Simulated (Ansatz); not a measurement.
The calculation used DFT PBE, scalar-relativistic, plane waves, PAW (Ansatz). Settings: cutoff 420 eV, Γ-centred meshes spaced at most about 0.3 Å⁻¹ (2π included), Gaussian smearing. No spin polarisation in the final relaxations.

These are static total energies at zero pressure. Both are relaxed sheets, periodic along a and b.

Two forms of ZnS were relaxed alike.

A.

```
CELL_PARAMETERS angstrom
6.79420 -0.00616 0.00000
0.00356 3.92325 0.00000
0.00000 0.00000 29.37246
ATOMIC_POSITIONS crystal
Zn 0.29158 0.74999 0.25430
Zn 0.79155 0.24998 0.25429
Zn 0.45845 0.25002 0.32448
Zn 0.95842 0.75001 0.32448
S 0.95819 0.74998 0.23629
S 0.45818 0.24999 0.23629
S 0.29181 0.75002 0.34248
S 0.79182 0.25001 0.34249
```

B.

```
CELL_PARAMETERS angstrom
3.50545 0.00000 0.00000
0.00000 3.50545 0.00000
0.00000 0.00000 29.37246
ATOMIC_POSITIONS crystal
Zn 0.50000 0.00000 0.25509
Zn 0.00000 0.50000 0.32368
S 0.00000 0.50000 0.24071
S 0.50000 0.00000 0.33806
```

Task: Which form is favoured at zero pressure, and by what margin per atom?

Result: A is lower, by 222 meV/atom. A has layer group p-3m1 (No. 72), 3.3 Å²/atom and a gap of 2.57 eV on its mesh; B has layer group p4/nmm (No. 64), 3.1 Å²/atom and a gap of 0.66 eV. Counting S atoms around Zn (those within 1.25 times the shortest such distance or 1.15 times the sum of covalent radii; a plus sign parts nearer from farther groups), A has Zn 3+1 and B has Zn 5. In A, Zn at height 0.53 Å has 4 S at 2.33–2.59 Å; S at height 0.00 Å has 4 Zn at 2.33–2.59 Å. In B, Zn at height 0.42 Å has 5 S at 2.44–2.51 Å; S at height 0.00 Å has 5 Zn at 2.44–2.51 Å. Both come from invented guesses.

Kohn–Sham gaps at this level usually fall short of measured ones. Cells relaxed within their symmetry can be saddle points. The p-3m1 cell of ZnS came from shaking the p4/nmm one.
